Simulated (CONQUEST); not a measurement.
Zn under changes of volume

One of the cells (15.451 Å³/atom); the others are scaled copies at fixed shape and fractional positions:

```xyz
2
Lattice="3.1381 0.0000 0.0000 0.0000 3.1381 0.0000 0.0000 0.0000 3.1381" Properties=species:S:1:pos:R:3 pbc="T T T"
Zn    0.0000    0.0000    0.0000
Zn    1.5690    1.5690    1.5690
```

This isn't the form of Zn at room conditions, which is hcp.

| Property | Result |
| --- | --- |
| Program | CONQUEST 1.3 |
| Functional | PBEsol |
| Potentials or basis | PseudoDojo NC PBEsol, DZP, grid of 32 × 32 × 32 points |
| k mesh | 9 × 9 × 9 |
| Occupations | fermi-dirac, width 0.05 eV |
| Spin | no spin polarisation |

```tsv
volume (Å³/atom)	energy over the lowest point (meV/atom)	pressure (GPa)
14.524	?	?
14.833	1.58	0.9
15.142	0.00	0.7
15.451	0.98	-1.5
15.760	5.91	-3.1
16.069	13.68	-4.8
16.378	23.84	-5.4
```

Question: What does the run at 14.524 Å³/atom give?

Answer: Energy over the lowest point 4.99 meV/atom; pressure 2.9 GPa.

Worked out: A Birch-Murnaghan fit of order 3 (a polynomial in V^(-2/3)) to the other rows has its minimum at 15.16 Å³/atom with B0 = V·E''(V) = 86 GPa (rough, since the energies scatter). It gives 7.20 meV/atom at 14.524 Å³/atom, against the run's 4.99, and -dE/dV = 3.9 GPa, against 2.9.

Energies are extrapolated to zero smearing.

Caveats: the basis of atomic orbitals isn't converged, which shifts pressures, moduli and gaps.
